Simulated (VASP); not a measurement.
# BN (P6_3/mmc) in VASP: a series of runs

The runs below take BN through relaxation of cell and atoms, with PBE.

Program: VASP 6.6.1. These are calculated values, not measurements. Logs are shortened: lines on timing, memory, paths and dates and some standing lists are left out, and cuts for length are marked.

## Step 1: The structure

The structure is hexagonal, space group P6_3/mmc (No. 194). The conventional cell has a = 2.498 Å, b = 2.498 Å, c = 6.636 Å, α = 90.00°, β = 90.00°, γ = 120.00°. B (site symmetry -6m2) has 3 N at 1.44 Å as nearest neighbours. N (site symmetry -6m2) has 3 B at 1.44 Å as nearest neighbours.

## Step 2: Relaxation of cell and atoms, PBE

Input file INCAR:

```
PREC = Accurate
ENCUT = 520
EDIFF = 1E-7
ISMEAR = 0
SIGMA = 0.02
LREAL = False
LASPH = True
NELM = 100
ALGO = Normal
ISIF = 3
LWAVE = False
LCHARG = False
GGA = PE
IBRION = 2
NSW = 80
EDIFFG = -0.002
KPAR = 4
```

Input file KPOINTS:

```
regular mesh
0
Gamma
  15 15 6
```

Input file POSCAR:

```
BN
1.0
    2.4982400000      0.0000000000      0.0000000000
   -1.2491200000      2.1635393000      0.0000000000
    0.0000000000      0.0000000000      6.6357000000
B N
2 2
Direct
    0.3333333300      0.6666666700      0.2500000000
    0.6666666700      0.3333333300      0.7500000000
    0.3333333300      0.6666666700      0.7500000000
    0.6666666700      0.3333333300      0.2500000000
```

Potentials or basis: VASP PAW PBE potentials, release 64 (B, N).

The run is started by

```console
cat potpaw_PBE.64/B/POTCAR potpaw_PBE.64/N/POTCAR > POTCAR
mpirun -np 4 vasp_std > vasp.out
```

OUTCAR:

```text
PREC = Accurate
   ENCUT = 520
   EDIFF = 1E-7
   ISMEAR = 0
   LREAL = False
   LASPH = True
   NELM = 100
   ISIF = 3
   GGA = PE
   IBRION = 2
   NSW = 80
   EDIFFG = -0.002

 ion  position               nearest neighbor table
   1  0.333  0.667  0.250-   4 1.44   4 1.44   4 1.44
   2  0.667  0.333  0.750-   3 1.44   3 1.44   3 1.44
   3  0.333  0.667  0.750-   2 1.44   2 1.44   2 1.44
   4  0.667  0.333  0.250-   1 1.44   1 1.44   1 1.44

  LATTYP: Found a hexagonal cell.
 ALAT       =     2.4982400000
 C/A-ratio  =     2.6561499296

  Lattice vectors:

 A1 = (   2.4982400000,   0.0000000000,   0.0000000000)
 A2 = (  -1.2491200000,   2.1635393000,   0.0000000000)
 A3 = (   0.0000000000,   0.0000000000,   6.6357000000)

Analysis of symmetry for initial positions (statically):
=====================================================================
 Subroutine PRICEL returns:
 Original cell was already a primitive cell.

 Routine SETGRP: Setting up the symmetry group for a
 hexagonal supercell.

 Subroutine GETGRP returns: Found 24 space group operations
 (whereof 12 operations were pure point group operations)
 out of a pool of 24 trial point group operations.

The static configuration has the point symmetry D_3d.
 The point group associated with its full space group is D_6h.

Analysis of symmetry for dynamics (positions and initial velocities):
=====================================================================
 Subroutine PRICEL returns:
 Original cell was already a primitive cell.

 Routine SETGRP: Setting up the symmetry group for a
 hexagonal supercell.

 Subroutine GETGRP returns: Found 24 space group operations
 (whereof 12 operations were pure point group operations)
 out of a pool of 24 trial point group operations.

The dynamic configuration has the point symmetry D_3d.
 The point group associated with its full space group is D_6h.

 Subroutine INISYM returns: Found 24 space group operations
 (whereof 12 operations are pure point group operations),
 and found     1 'primitive' translations

----------------------------------------------------------------------------------------

                                     Primitive cell

  volume of cell :      35.8662

  direct lattice vectors                    reciprocal lattice vectors
     2.498240000  0.000000000  0.000000000     0.400281798  0.231102805  0.000000000
    -1.249120000  2.163539300  0.000000000     0.000000000  0.462205609  0.000000000
     0.000000000  0.000000000  6.635700000     0.000000000  0.000000000  0.150700002

  length of vectors
     2.498240000  2.498239996  6.635700000     0.462205608  0.462205609  0.150700002

  position of ions in fractional coordinates (direct lattice)
     0.333333330  0.666666670  0.250000000
     0.666666670  0.333333330  0.750000000
     0.333333330  0.666666670  0.750000000
     0.666666670  0.333333330  0.250000000

  ion indices of the primitive-cell ions
   primitive index   ion index
                 1           1
                 2           2
                 3           3
                 4           4

----------------------------------------------------------------------------------------

 KPOINTS: regular mesh

Automatic generation of k-mesh.
 Grid dimensions read from file:
 generate k-points for:   15   15    6

 Generating k-lattice:

  Cartesian coordinates                     Fractional coordinates (reciprocal lattice)
     0.026685453  0.015406854  0.000000000     0.066666667 -0.000000000  0.000000000
     0.000000000  0.030813707  0.000000000     0.000000000  0.066666667  0.000000000
     0.000000000  0.000000000  0.025116667     0.000000000  0.000000000  0.166666667

  Length of vectors
     0.030813707  0.030813707  0.025116667

  Shift w.r.t. Gamma in fractional coordinates (k-lattice)
     0.000000000  0.000000000  0.000000000

 Subroutine IBZKPT returns following result:
 ===========================================

 Found    108 irreducible k-points:

 Following reciprocal coordinates:
            Coordinates               Weight
  0.000000  0.000000  0.000000      1.000000
  0.066667  0.000000  0.000000      6.000000
  0.133333 -0.000000  0.000000      6.000000
  0.200000 -0.000000  0.000000      6.000000
  0.266667 -0.000000  0.000000      6.000000
  0.333333  0.000000  0.000000      6.000000
[... 16 lines left out ...]
  0.333333  0.200000  0.000000     12.000000
  0.400000  0.200000  0.000000      6.000000
 [... further k-points ...]
   k-points           NKPTS =    108   k-points in BZ     NKDIM =    108   number of bands    NBANDS=     12
   number of dos      NEDOS =    301   number of ions     NIONS =      4
   total plane-waves  NPLWV =  20000
   dimension x,y,z NGX =    20 NGY =   20 NGZ =   50
   dimension x,y,z NGXF=    40 NGYF=   40 NGZF=  100
   ions per type =               2   2
   NGX,Y,Z   is equivalent  to a cutoff of  13.31, 13.31, 12.53 a.u.
   NGXF,Y,Z  is equivalent  to a cutoff of  26.62, 26.62, 25.05 a.u.
 SYSTEM =  unknown system
   PREC   = accura    normal or accurate (medium, high low for compatibility)
   ISTART =      0    job   : 0-new  1-cont  2-samecut
   ICHARG =      2    charge: 1-file 2-atom 10-const
   ISPIN  =      1    spin polarized calculation?
   LNONCOLLINEAR =      F non collinear calculations
   LSORBIT =      F    spin-orbit coupling
   LASPH  =      T    aspherical Exc in radial PAW
   ENCUT  =  520.0 eV  38.22 Ry    6.18 a.u.   4.65  4.65 12.34*2*pi/ulx,y,z
   NELM   =    100;   NELMIN=  2; NELMDL= -5     # of ELM steps
   EDIFF  = 0.1E-06   stopping-criterion for ELM
   LREAL  =      F    real-space projection
   EDIFFG = -.2E-02   stopping-criterion for IOM
   NSW    =     80    number of steps for IOM
   IBRION =      2    ionic relax: 0-MD 1-quasi-New 2-CG
   NFREE  =      1    steps in history (QN), initial steepest desc. (CG)
   ISIF   =      3    stress and relaxation
   ISYM   =      2    0-nonsym 1-usesym 2-fastsym
   POTIM  = 0.5000    time-step for ionic-motion
   TEBEG  =    0.0;   TEEND  =   0.0 temperature during run
   PSTRESS=    0.0 pullay stress
   NELECT =      16.0000    total number of electrons
   NUPDOWN=      -1.0000    fix difference up-down
   EMIN   =  10.00;   EMAX   =-10.00  energy-range for DOS
   EFERMI =   0.00;   METHOD = LEGACY
   ISMEAR =     0;   SIGMA  =   0.02  broadening in eV -4-tet -1-fermi 0-gaus
   EFERMI_NEDOS =   21; number of points for ismear=-14 and -15
   IALGO  =     38    algorithm
   IMIX   =      4    mixing-type and parameters
     AMIX     =   0.40;   BMIX     =  1.00
     AMIX_MAG =   1.60;   BMIX_MAG =  1.00
  volume/ion in A,a.u.               =       8.97        60.51
  Fermi-wavevector in a.u.,A,eV,Ry     =   1.250891  2.363842 21.289433  1.564729
  Thomas-Fermi vector in A             =   2.384864
   LORBIT       =      0    0 simple, 1 ext, 2 COOP (PROOUT), +10 PAW based schemes
   GGA     = PE    functional components
   LHFCALC =     F    Hartree Fock is set to
   AEXX    =    0.0000 exact exchange contribution
   IVDW    =     0    specifies the selected vdW correction
   LEPSILON=     F    determine dielectric tensor
   LRPA    =     F    only Hartree local field effects (RPA)
 conjugate gradient relaxation of ions
 non-spin polarized calculation
 Gauss-broadening in eV      SIGMA  =   0.02
  energy-cutoff  :      520.00
  volume of cell :       35.87
 maximum number of plane-waves:       985
 NGX is ok and might be reduce to    20
   NGX =  9   NGY =  9   NGZ = 25

--------------------------------------- Ionic step        1  -------------------------------------------

 number of electron      15.9999997 magnetization

 Free energy of the ion-electron system (eV)
  ---------------------------------------------------
  ext. energy  EPLUGINS =         0.00000000
  ---------------------------------------------------
  free energy    TOTEN  =       -35.14691838 eV

  energy without entropy =      -35.14691838  energy(sigma->0) =      -35.14691838

------------------------ aborting loop because EDIFF is reached ----------------------------------------

  FORCE on cell =-STRESS in cart. coord.  units (eV):
  Direction    XX          YY          ZZ          XY          YZ          ZX
  --------------------------------------------------------------------------------------
  -------------------------------------------------------------------------------------
  Total        1.4090917      1.4090917      0.6368124     -0.0000000      0.0000000      0.0000000
  in kB       62.9454210     62.9454207     28.4469972     -0.0000000      0.0000000      0.0000000
  external PRESSURE =      51.4459463 kB  Pullay stress =       0.0000000 kB
[... 464 lines left out ...]
  FREE ENERGIE OF THE ION-ELECTRON SYSTEM (eV)
  ---------------------------------------------------
  free  energy   TOTEN  =       -35.1567252520 eV

  energy  without entropy=      -35.1567252520  energy(sigma->0) =      -35.15672525

[... ionic steps 4 to 7 ...]

--------------------------------------- Ionic step        8  -------------------------------------------

 number of electron      15.9999994 magnetization

------------------------ aborting loop because EDIFF is reached ----------------------------------------

  FORCE on cell =-STRESS in cart. coord.  units (eV):
  Direction    XX          YY          ZZ          XY          YZ          ZX
  --------------------------------------------------------------------------------------
  -------------------------------------------------------------------------------------
  Total       -0.0485009     -0.0485009      0.0033416      0.0000000     -0.0000000      0.0000000
  in kB       -1.9579832     -1.9579832      0.1349024      0.0000000     -0.0000000      0.0000000
  external PRESSURE =      -1.2603547 kB  Pullay stress =       0.0000000 kB
[... 430 lines left out ...]
  energy  without entropy=      -35.1832867229  energy(sigma->0) =      -35.18328672

--------------------------------------- Ionic step       10  -------------------------------------------

 number of electron      15.9999994 magnetization

 Free energy of the ion-electron system (eV)
  ---------------------------------------------------
  ext. energy  EPLUGINS =         0.00000000
  ---------------------------------------------------
  free energy    TOTEN  =       -35.18383252 eV

  energy without entropy =      -35.18383252  energy(sigma->0) =      -35.18383252

 E-fermi :   1.6982     XC(G=0):  -9.4644

 val. band max:        1.5555908180   @ k =   0.3333   0.3333   0.5000
 cond. band min:       5.9833025357   @ k =   0.4667   0.0667   0.0000
 fundamental gap:      4.4277117177
 Fermi energy:         1.6982491569

 k-point     1 :       0.0000    0.0000    0.0000
  band No.  band energies     occupation
      1     -16.1197      2.00000
      2     -15.9748      2.00000
      3      -4.2754      2.00000
      4      -2.9196      2.00000
      5       0.2083      2.00000
      6       0.2083      2.00000
      7       0.2229      2.00000
      8       0.2229      2.00000
      9       6.3650      0.00000
     10      10.8139      0.00000
     11      13.0442      0.00000
     12      13.0442      0.00000
[... 376 lines left out ...]
  FREE ENERGIE OF THE ION-ELECTRON SYSTEM (eV)
  ---------------------------------------------------
  free  energy   TOTEN  =       -35.1838325197 eV

  energy  without entropy=      -35.1838325197  energy(sigma->0) =      -35.18383252

 reached required accuracy - stopping structural energy minimisation
```

Run time: 3.2 min. Hardware: 4 MPI ranks of AMD EPYC 7R43 (Zen 3), shared host; peak memory 0.14 GiB.

Results:

```yaml
Free_energy: -35.1838 eV
Relaxed_volume: 9.92 Å³/atom
Relaxed_cell: a = 2.512 Å, b = 2.512 Å, c = 7.257 Å, α = 90.00°, β = 90.00°, γ = 120.00°
Space_group_after_relaxing_to_0.05_Å: P6_3/mmc (No. 194)
Energy_gained_by_relaxing: 9.2 meV/atom
Ionic_steps: 10
Pressure_after_relaxing: 0.0 GPa
Band_gap_on_the_k_mesh: 4.43 eV, indirect (least direct gap 4.64 eV)
```

The path:
```csv
step,energy change (eV),largest force (eV/Å),pressure (GPa),volume (Å³)
1,0.0000,0.0000,5.14,35.87
2,0.0163,0.0000,-6.60,37.38
3,-0.0098,0.0000,0.45,36.43
4,-0.0140,0.0000,0.41,36.69
5,-0.0243,0.0000,0.27,37.46
6,-0.0357,0.0000,0.00,39.01
7,-0.0369,0.0000,-0.14,39.75
8,-0.0369,0.0000,-0.13,39.69
9,-0.0364,0.0000,1.00,39.53
10,-0.0369,0.0000,0.01,39.67
```

Final structure:
```
CELL_PARAMETERS angstrom
2.51234 0.00000 0.00000
-1.25617 2.17575 0.00000
0.00000 0.00000 7.25704
ATOMIC_POSITIONS crystal
B 0.33333 0.66667 0.25000
B 0.66667 0.33333 0.75000
N 0.33333 0.66667 0.75000
N 0.66667 0.33333 0.25000
```

Levels at points of the mesh, in eV from the valence-band top:
```
           k point  band 5  band 6  band 7  band 8  band 9  band 10  band 11  band 12
(0.00, 0.00, 0.00)   -1.35   -1.35   -1.33   -1.33    4.81     9.26    11.49    11.49
(0.00, 0.00, 0.50)   -1.34   -1.34   -1.34   -1.34    6.70     6.70    11.52    11.52
```

Caveat: an odd mesh through Γ misses points on the zone boundary, where band edges often lie; this functional lacks dispersion, which binds the layers, so the pressure and a relaxed spacing across them are unreliable; the volume moved by +11 % from the deposited cell, more than functionals usually miss. PBE usually gives volumes a little too large and moduli too small.

[end of part 1 of 2]
